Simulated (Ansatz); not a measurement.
Crystal: MoP.

```
CELL_PARAMETERS angstrom
3.22300 0.00000 0.00000
-1.61150 2.79120 0.00000
0.00000 0.00000 3.19100
ATOMIC_POSITIONS crystal
Mo 0.00000 0.00000 0.00000
P 0.33333 0.66667 0.50000
```

Base run:

| Quantity | Value |
| --- | --- |
| Program | Ansatz 0.2.0 |
| Functional | BLYP |
| Potentials or basis | Ansatz PAW |
| Cutoff | 420 eV (not typed: the program's choice for these potentials) |
| k mesh | 10 × 10 × 8 |
| Occupations | fermi-dirac, width 0.05 eV |
| Spin | no spin polarisation |

Its results: band gap on the k mesh none (metal or under the smearing width); pressure 13.4 GPa.

Question: The run is repeated on the same cell with these changes: functional from BLYP to revPBE. What comes out?

Answer: Band gap on the k mesh none (metal or under the smearing width); pressure 4.7 GPa.

Caveats: the PAW data sets come from PBE, with cores solved anew for the run's functional, which leaves a small shift of forces and pressure.
